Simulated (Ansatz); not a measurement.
Computed properties of CO2 (P4_2/mnm)

All numbers come from Ansatz. Calculated for a static, non-magnetic cell.

Structure: a 6-atom cell of CO2 (P4_2/mnm) from a materials database, at its r2SCAN+rVV10 minimum. It is tetragonal, P4_2/mnm (No. 136); conventional cell a = 4.193 Å, c = 4.605 Å, 13.49 Å³ an atom. Around C lie 2 O at 1.16 Å; around O lie 1 C at 1.16 Å.

Relaxed lattice by functional, symmetry kept:
```csv
functional,k mesh,a (Å),c (Å),volume (Å³/atom)
PBE-D3(BJ),6×6×6,4.427,4.809,15.71
r2SCAN+rVV10,6×6×6,4.193,4.605,13.49
PBE-D4,6×6×6,4.427,4.809,15.71
```

Band edges at fixed r2SCAN+rVV10 geometry:

| level | k mesh | gap (eV) | kind | edges | least direct gap (eV) |
| --- | --- | --- | --- | --- | --- |
| LDA | 6×6×6 | 6.38 | indirect | A → Γ | 6.89 |
| PBE | 6×6×6 | 6.69 | indirect | A → Γ | 7.18 |
| r2SCAN | 6×6×6 | 7.28 | indirect | A → Γ | 7.78 |
| HSE06 | 4×4×4 | 8.42 | indirect | A → Γ | 8.95 |
| DDH-PBE0 | 4×4×4 | 11.62 | indirect | A → Γ | 12.18 |
| PBE0 | 4×4×4 | 9.21 | indirect | A → Γ | 9.74 |
| Hartree-Fock | 4×4×4 | 16.83 | indirect | A → Γ | 17.47 |

PBE: smearing of 0.02 eV; the others have fixed occupations.
Wave cutoffs: 420 eV, 500 eV (r2SCAN).

With HSE06 the valence top lies at A and the conduction bottom at Γ, 8.42 eV higher; the smallest vertical gap, at Γ, is 8.95 eV. With r2SCAN, at Γ the top three valence levels group as 2+1 from the top, spread over 60 meV.

r2SCAN covers 34 % of the step from PBE to HSE06, while HSE06 needs about 8 times r2SCAN's rough cost (on a coarser mesh). Among these functionals the gap stays indirect.

r2SCAN (ground state on 6×6×4): The electronic dielectric tensor ε∞ is 2.16 along x and y, 1.77 along z. Born charges, averaged over directions: C +1.54, O -0.77 e. PBE (ground state on 6×6×4): ε∞: 2.20 along x and y, 1.79 along z. Born charges, averaged over directions: C +1.50, O -0.75 e.

The splittings at Γ are without spin-orbit coupling, which regroups them where it is of like size.
